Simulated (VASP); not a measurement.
# W (Im-3m) in VASP: notebook

Runs on W. Level: PBE. Tasks: single point.

Program: VASP 6.6.1. These are calculated values, not measurements. Logs are shortened: lines on timing, memory, paths and dates and some standing lists are left out, and cuts for length are marked.

## Step 1: Starting point

Symmetry: Im-3m, No. 229, cubic system. Conventional cell: a = 3.165 Å, b = 3.165 Å, c = 3.165 Å, α = 90.00°, β = 90.00°, γ = 90.00°. W (site symmetry m-3m) is surrounded by 8 W at 2.74 Å.

## Step 2: Single point, PBE

INCAR reads:

```
SYSTEM = W
ADDGRID = .False. ; ALGO = Normal
EDIFF = 1E-7 ; ENCUT = 460
GGA = PE ; ISIF = 2
ISMEAR = 1 ; LASPH = .True.
LCHARG = .False. ; LREAL = .False.
LWAVE = .False. ; NELM = 100
PREC = Accurate ; SIGMA = 0.1
```

KPOINTS reads:

```
k-points
0
Gamma
  11 11 11
  0 0 0
```

POSCAR reads:

```
W
1.0
   -1.5823450000      1.5823450000      1.5823450000
    1.5823450000     -1.5823450000      1.5823450000
    1.5823450000      1.5823450000     -1.5823450000
W
1
Direct
    0.0000000000      0.0000000000      0.0000000000
```

Potentials or basis: VASP PAW PBE potentials, release 64 (W).

Launch:

```sh
> cat potpaw_PBE.64/W/POTCAR > POTCAR
> mpirun -np 1 vasp_std > vasp.out
```

OUTCAR:

```text
SYSTEM = W
   EDIFF = 1E-7
   ENCUT = 460
   GGA = PE
   ISIF = 2
   ISMEAR = 1
   LASPH = .True.
   LREAL = .False.
   NELM = 100
   PREC = Accurate

 Found     56 irreducible k-points:

 Following reciprocal coordinates:
            Coordinates               Weight
  0.000000  0.000000  0.000000      1.000000
  0.090909  0.000000  0.000000     12.000000
  0.181818  0.000000  0.000000     12.000000
  0.272727  0.000000  0.000000     12.000000
  0.363636  0.000000  0.000000     12.000000
  0.454545  0.000000  0.000000     12.000000
   k-points           NKPTS =     56   k-points in BZ     NKDIM =     56   number of bands    NBANDS=      7
   number of dos      NEDOS =    301   number of ions     NIONS =      1
   total plane-waves  NPLWV =   8000
   dimension x,y,z NGX =    20 NGY =   20 NGZ =   20
   dimension x,y,z NGXF=    40 NGYF=   40 NGZF=   40
   ions per type =               1
   NGX,Y,Z   is equivalent  to a cutoff of  12.13, 12.13, 12.13 a.u.
   NGXF,Y,Z  is equivalent  to a cutoff of  24.26, 24.26, 24.26 a.u.
 SYSTEM =  W
   PREC   = accura    normal or accurate (medium, high low for compatibility)
   ISTART =      0    job   : 0-new  1-cont  2-samecut
   ICHARG =      2    charge: 1-file 2-atom 10-const
   ISPIN  =      1    spin polarized calculation?
   LNONCOLLINEAR =      F non collinear calculations
   LSORBIT =      F    spin-orbit coupling
   LASPH  =      T    aspherical Exc in radial PAW
   ENCUT  =  460.0 eV  33.81 Ry    5.81 a.u.   4.79  4.79  4.79*2*pi/ulx,y,z
   NELM   =    100;   NELMIN=  2; NELMDL= -5     # of ELM steps
   EDIFF  = 0.1E-06   stopping-criterion for ELM
   LREAL  =      F    real-space projection
   EDIFFG = 0.1E-05   stopping-criterion for IOM
   NSW    =      0    number of steps for IOM
   IBRION =     -1    ionic relax: 0-MD 1-quasi-New 2-CG
   NFREE  =      0    steps in history (QN), initial steepest desc. (CG)
   ISIF   =      2    stress and relaxation
   ISYM   =      2    0-nonsym 1-usesym 2-fastsym
   POTIM  = 0.5000    time-step for ionic-motion
   TEBEG  =    0.0;   TEEND  =   0.0 temperature during run
   PSTRESS=    0.0 pullay stress
   NELECT =       6.0000    total number of electrons
   NUPDOWN=      -1.0000    fix difference up-down
   EMIN   =  10.00;   EMAX   =-10.00  energy-range for DOS
   EFERMI =   0.00;   METHOD = LEGACY
   ISMEAR =     1;   SIGMA  =   0.10  broadening in eV -4-tet -1-fermi 0-gaus
   EFERMI_NEDOS =   21; number of points for ismear=-14 and -15
   IALGO  =     38    algorithm
   IMIX   =      4    mixing-type and parameters
     AMIX     =   0.40;   BMIX     =  1.00
     AMIX_MAG =   1.60;   BMIX_MAG =  1.00
  volume/ion in A,a.u.               =      15.85       106.94
  Fermi-wavevector in a.u.,A,eV,Ry     =   1.184325  2.238049 19.083867  1.402625
  Thomas-Fermi vector in A             =   2.320541
   LORBIT       =      0    0 simple, 1 ext, 2 COOP (PROOUT), +10 PAW based schemes
   GGA     = PE    functional components
   LHFCALC =     F    Hartree Fock is set to
   AEXX    =    0.0000 exact exchange contribution
   IVDW    =     0    specifies the selected vdW correction
   LEPSILON=     F    determine dielectric tensor
   LRPA    =     F    only Hartree local field effects (RPA)
 non-spin polarized calculation
 Methfessel and Paxton  Order N= 1 SIGMA  =   0.10
  energy-cutoff  :      460.00
  volume of cell :       15.85
 maximum number of plane-waves:       370
   NGX =  9   NGY =  9   NGZ =  9

 number of electron       6.0000001 magnetization

 Free energy of the ion-electron system (eV)
  ---------------------------------------------------
  ext. energy  EPLUGINS =         0.00000000
  ---------------------------------------------------
  free energy    TOTEN  =       -12.99819836 eV

  energy without entropy =      -12.99771140  energy(sigma->0) =      -12.99803604

 E-fermi :   7.8168     XC(G=0): -13.1424

 val. band max:        7.7860563836   @ k =   0.0909   0.0909   0.0000
 cond. band min:       7.8218417656   @ k =   0.4545   0.0909   0.0000
 fundamental gap:      0.0357853820
 Fermi energy:         7.8168225362

 k-point     1 :       0.0000    0.0000    0.0000
  band No.  band energies     occupation
      1      -1.7962      2.00000
      2       6.5764      2.00000
      3       6.5764      2.00000
      4       6.5764      2.00000
      5      10.0527      0.00000
      6      10.0527      0.00000
      7      23.0471      0.00000

 k-point     2 :       0.0909    0.0000    0.0000
  band No.  band energies     occupation
      1      -1.4107      2.00000
      2       6.3426      2.00000
      3       6.5150      2.00000
      4       6.9632      2.00000
      5       9.7150     -0.00000
      6      10.0612      0.00000
      7      23.3615      0.00000

 k-point     3 :       0.1818    0.0000    0.0000
  band No.  band energies     occupation
      1      -0.3698      2.00000
      2       5.7704      2.00000
      3       6.2126      2.00000
      4       8.0885     -0.00083
      5       9.3427     -0.00000
      6      10.1270      0.00000
      7      23.7299      0.00000

 k-point     4 :       0.2727    0.0000    0.0000
  band No.  band energies     occupation
      1       0.8774      2.00000
      2       5.1144      2.00000
      3       5.9676      2.00000
      4       9.5235     -0.00000
      5       9.8342      0.00000
      6      10.3161      0.00000
      7      22.7058      0.00000

 k-point     5 :       0.3636    0.0000    0.0000
  band No.  band energies     occupation
      1       1.5268      2.00000
      2       4.5807      2.00000
      3       6.7430      2.00000
      4       9.9248      0.00000
      5      10.6181      0.00000
      6      11.9235      0.00000
      7      21.0001      0.00000

 k-point     6 :       0.4545    0.0000    0.0000
  band No.  band energies     occupation
      1       1.5707      2.00000
      2       4.2881      2.00000
      3       8.1921     -0.00000
      4      10.0090      0.00000
      5      10.8785      0.00000
      6      13.6428      0.00000
      7      19.1762      0.00000

 [... further k-points ...]

------------------------ aborting loop because EDIFF is reached ----------------------------------------

  FORCE on cell =-STRESS in cart. coord.  units (eV):
  Direction    XX          YY          ZZ          XY          YZ          ZX
  --------------------------------------------------------------------------------------
  -------------------------------------------------------------------------------------
  Total        0.2368155      0.2368155      0.2368155     -0.0000000      0.0000000     -0.0000000
  in kB       23.9418258     23.9418258     23.9418258     -0.0000000      0.0000000     -0.0000000
  external PRESSURE =      23.9418258 kB  Pullay stress =       0.0000000 kB

 VOLUME and BASIS-vectors are now :
 -----------------------------------------------------------------------------
  energy-cutoff  :      460.00
  volume of cell :       15.85
      direct lattice vectors                 reciprocal lattice vectors
    -1.582345000  1.582345000  1.582345000     0.000000000  0.315986716  0.315986716
     1.582345000 -1.582345000  1.582345000     0.315986716  0.000000000  0.315986716
     1.582345000  1.582345000 -1.582345000     0.315986716  0.315986716  0.000000000

 POSITION                                       TOTAL-FORCE (eV/Angst)
 -----------------------------------------------------------------------------------
      0.00000      0.00000      0.00000        -0.000000      0.000000      0.000000
 -----------------------------------------------------------------------------------
    total drift:                               -0.000000      0.000000      0.000000

  FREE ENERGIE OF THE ION-ELECTRON SYSTEM (eV)
  ---------------------------------------------------
  free  energy   TOTEN  =       -12.9981983561 eV

  energy  without entropy=      -12.9977114030  energy(sigma->0) =      -12.99803604
```

Wall time 3.6 s (1 thread of AMD EPYC 9R45 (Zen 5), shared host); peak memory 0.09 GiB.

The run converged, but some of its settings lie outside the range that counts as converged, so its numbers aren't taken as properties of the crystal.

What came out:

* Free energy: -12.9982 eV
* Pressure: 2.4 GPa
* Band gap on the k mesh: none (metal or under the smearing width)

## Step 3: Single point, PBE

Changes to INCAR since step 2:

```diff
@@ -7,2 +7,2 @@
 LWAVE = .False. ; NELM = 100
-PREC = Accurate ; SIGMA = 0.1
+PREC = Accurate ; SIGMA = 0.05
```

KPOINTS is that of step 2.

POSCAR is that of step 2.

Potentials or basis: VASP PAW PBE potentials, release 64 (W).

Launch:

```sh
> cat potpaw_PBE.64/W/POTCAR > POTCAR
> mpirun -np 1 vasp_std > vasp.out
```

Run time: 3.6 s. Hardware: 1 thread of AMD EPYC 9R45 (Zen 5), shared host; peak memory 0.09 GiB.

These settings aren't checked as converged: the numbers below hold their error.

Results:

- Free energy: -12.9979 eV
- Pressure: 2.3 GPa
- Band gap on the k mesh: none (metal or under the smearing width)

## Step 4: Single point, PBE

Changes to INCAR since step 3:

```diff
@@ -7,2 +7,2 @@
 LWAVE = .False. ; NELM = 100
-PREC = Accurate ; SIGMA = 0.05
+PREC = Accurate ; SIGMA = 0.02
```

KPOINTS is that of step 3.

POSCAR is that of step 3.

Potentials or basis: VASP PAW PBE potentials, release 64 (W).

Launch:

```sh
> cat potpaw_PBE.64/W/POTCAR > POTCAR
> mpirun -np 1 vasp_std > vasp.out
```

OUTCAR:

```text
SYSTEM = W
   EDIFF = 1E-7
   ENCUT = 460
   GGA = PE
   ISIF = 2
   ISMEAR = 1
   LASPH = .True.
   LREAL = .False.
   NELM = 100
   PREC = Accurate

 Found     56 irreducible k-points:

 Following reciprocal coordinates:
            Coordinates               Weight
  0.000000  0.000000  0.000000      1.000000
  0.090909  0.000000  0.000000     12.000000
  0.181818  0.000000  0.000000     12.000000
  0.272727  0.000000  0.000000     12.000000
  0.363636  0.000000  0.000000     12.000000
  0.454545  0.000000  0.000000     12.000000
   k-points           NKPTS =     56   k-points in BZ     NKDIM =     56   number of bands    NBANDS=      7
   number of dos      NEDOS =    301   number of ions     NIONS =      1
   total plane-waves  NPLWV =   8000
   dimension x,y,z NGX =    20 NGY =   20 NGZ =   20
   dimension x,y,z NGXF=    40 NGYF=   40 NGZF=   40
   ions per type =               1
   NGX,Y,Z   is equivalent  to a cutoff of  12.13, 12.13, 12.13 a.u.
   NGXF,Y,Z  is equivalent  to a cutoff of  24.26, 24.26, 24.26 a.u.
 SYSTEM =  W
   PREC   = accura    normal or accurate (medium, high low for compatibility)
   ISTART =      0    job   : 0-new  1-cont  2-samecut
   ICHARG =      2    charge: 1-file 2-atom 10-const
   ISPIN  =      1    spin polarized calculation?
   LNONCOLLINEAR =      F non collinear calculations
   LSORBIT =      F    spin-orbit coupling
   LASPH  =      T    aspherical Exc in radial PAW
   ENCUT  =  460.0 eV  33.81 Ry    5.81 a.u.   4.79  4.79  4.79*2*pi/ulx,y,z
   NELM   =    100;   NELMIN=  2; NELMDL= -5     # of ELM steps
   EDIFF  = 0.1E-06   stopping-criterion for ELM
   LREAL  =      F    real-space projection
   EDIFFG = 0.1E-05   stopping-criterion for IOM
   NSW    =      0    number of steps for IOM
   IBRION =     -1    ionic relax: 0-MD 1-quasi-New 2-CG
   NFREE  =      0    steps in history (QN), initial steepest desc. (CG)
   ISIF   =      2    stress and relaxation
   ISYM   =      2    0-nonsym 1-usesym 2-fastsym
   POTIM  = 0.5000    time-step for ionic-motion
   TEBEG  =    0.0;   TEEND  =   0.0 temperature during run
   PSTRESS=    0.0 pullay stress
   NELECT =       6.0000    total number of electrons
   NUPDOWN=      -1.0000    fix difference up-down
   EMIN   =  10.00;   EMAX   =-10.00  energy-range for DOS
   EFERMI =   0.00;   METHOD = LEGACY
   ISMEAR =     1;   SIGMA  =   0.02  broadening in eV -4-tet -1-fermi 0-gaus
   EFERMI_NEDOS =   21; number of points for ismear=-14 and -15
   IALGO  =     38    algorithm
   IMIX   =      4    mixing-type and parameters
     AMIX     =   0.40;   BMIX     =  1.00
     AMIX_MAG =   1.60;   BMIX_MAG =  1.00
  volume/ion in A,a.u.               =      15.85       106.94
  Fermi-wavevector in a.u.,A,eV,Ry     =   1.184325  2.238049 19.083867  1.402625
  Thomas-Fermi vector in A             =   2.320541
   LORBIT       =      0    0 simple, 1 ext, 2 COOP (PROOUT), +10 PAW based schemes
   GGA     = PE    functional components
   LHFCALC =     F    Hartree Fock is set to
   AEXX    =    0.0000 exact exchange contribution
   IVDW    =     0    specifies the selected vdW correction
   LEPSILON=     F    determine dielectric tensor
   LRPA    =     F    only Hartree local field effects (RPA)
 non-spin polarized calculation
 Methfessel and Paxton  Order N= 1 SIGMA  =   0.02
  energy-cutoff  :      460.00
  volume of cell :       15.85
 maximum number of plane-waves:       370
   NGX =  9   NGY =  9   NGZ =  9

 number of electron       6.0000001 magnetization

 Free energy of the ion-electron system (eV)
  ---------------------------------------------------
  ext. energy  EPLUGINS =         0.00000000
  ---------------------------------------------------
  free energy    TOTEN  =       -12.99782408 eV

  energy without entropy =      -12.99786324  energy(sigma->0) =      -12.99783713

 E-fermi :   7.8087     XC(G=0): -13.1400

 val. band max:        7.7940736522   @ k =   0.0909   0.0909   0.0000
 cond. band min:       7.8224727196   @ k =   0.4545   0.0909   0.0000
 fundamental gap:      0.0283990674
 Fermi energy:         7.8087253597

 k-point     1 :       0.0000    0.0000    0.0000
  band No.  band energies     occupation
      1      -1.7973      2.00000
      2       6.5841      2.00000
      3       6.5841      2.00000
      4       6.5841      2.00000
      5      10.0593      0.00000
      6      10.0593      0.00000
      7      23.0445      0.00000

 k-point     2 :       0.0909    0.0000    0.0000
  band No.  band energies     occupation
      1      -1.4117      2.00000
      2       6.3500      2.00000
      3       6.5224      2.00000
      4       6.9710      2.00000
      5       9.7212      0.00000
      6      10.0678      0.00000
      7      23.3593      0.00000

 k-point     3 :       0.1818    0.0000    0.0000
  band No.  band energies     occupation
      1      -0.3706      2.00000
      2       5.7773      2.00000
      3       6.2187      2.00000
      4       8.0967     -0.00000
      5       9.3491      0.00000
      6      10.1337      0.00000
      7      23.7285      0.00000

 k-point     4 :       0.2727    0.0000    0.0000
  band No.  band energies     occupation
      1       0.8773      2.00000
      2       5.1208      2.00000
      3       5.9714      2.00000
      4       9.5308      0.00000
      5       9.8430      0.00000
      6      10.3231      0.00000
      7      22.7046      0.00000

 k-point     5 :       0.3636    0.0000    0.0000
  band No.  band energies     occupation
      1       1.5280      2.00000
      2       4.5867      2.00000
      3       6.7444      2.00000
      4       9.9325      0.00000
      5      10.6256      0.00000
      6      11.9334      0.00000
      7      20.9980      0.00000

 k-point     6 :       0.4545    0.0000    0.0000
  band No.  band energies     occupation
      1       1.5727      2.00000
      2       4.2939      2.00000
      3       8.1917     -0.00000
      4      10.0165      0.00000
      5      10.8867      0.00000
      6      13.6541      0.00000
      7      19.1833      0.00000

 [... further k-points ...]

------------------------ aborting loop because EDIFF is reached ----------------------------------------

  FORCE on cell =-STRESS in cart. coord.  units (eV):
  Direction    XX          YY          ZZ          XY          YZ          ZX
  --------------------------------------------------------------------------------------
  -------------------------------------------------------------------------------------
  Total        0.2081891      0.2081891      0.2081891     -0.0000000     -0.0000000      0.0000000
  in kB       21.0477229     21.0477229     21.0477229     -0.0000000     -0.0000000      0.0000000
  external PRESSURE =      21.0477229 kB  Pullay stress =       0.0000000 kB

 VOLUME and BASIS-vectors are now :
 -----------------------------------------------------------------------------
  energy-cutoff  :      460.00
  volume of cell :       15.85
      direct lattice vectors                 reciprocal lattice vectors
    -1.582345000  1.582345000  1.582345000     0.000000000  0.315986716  0.315986716
     1.582345000 -1.582345000  1.582345000     0.315986716  0.000000000  0.315986716
     1.582345000  1.582345000 -1.582345000     0.315986716  0.315986716  0.000000000

 POSITION                                       TOTAL-FORCE (eV/Angst)
 -----------------------------------------------------------------------------------
      0.00000      0.00000      0.00000        -0.000000     -0.000000      0.000000
 -----------------------------------------------------------------------------------
    total drift:                               -0.000000     -0.000000      0.000000

  FREE ENERGIE OF THE ION-ELECTRON SYSTEM (eV)
  ---------------------------------------------------
  free  energy   TOTEN  =       -12.9978240750 eV

  energy  without entropy=      -12.9978632360  energy(sigma->0) =      -12.99783713
```

Run time: 3.6 s. Hardware: 1 thread of AMD EPYC 9R45 (Zen 5), shared host; peak memory 0.09 GiB.

These settings aren't checked as converged: the numbers below hold their error.

Results:

- Free energy: -12.9978 eV
- Pressure: 2.1 GPa
- Band gap on the k mesh: none (metal or under the smearing width)

## Step 5: Single point, PBE

Changes to INCAR since step 4:

```diff
@@ -7,2 +7,2 @@
 LWAVE = .False. ; NELM = 100
-PREC = Accurate ; SIGMA = 0.02
+PREC = Low ; SIGMA = 0.2
```

KPOINTS is that of step 4.

POSCAR is that of step 4.

Launch:

```sh
> cat potpaw_PBE.64/W/POTCAR > POTCAR
> mpirun -np 1 vasp_std > vasp.out
```

Wall time 2.1 s (1 thread of AMD EPYC 9R45 (Zen 5), shared host); peak memory 0.07 GiB.

These settings aren't checked as converged: the numbers below hold their error.

Results:

```
Free energy            : -12.9990 eV
Pressure               : 2.4 GPa
Band gap on the k mesh : none (metal or under the smearing width)
```

(Continued in part 2 of 2.)
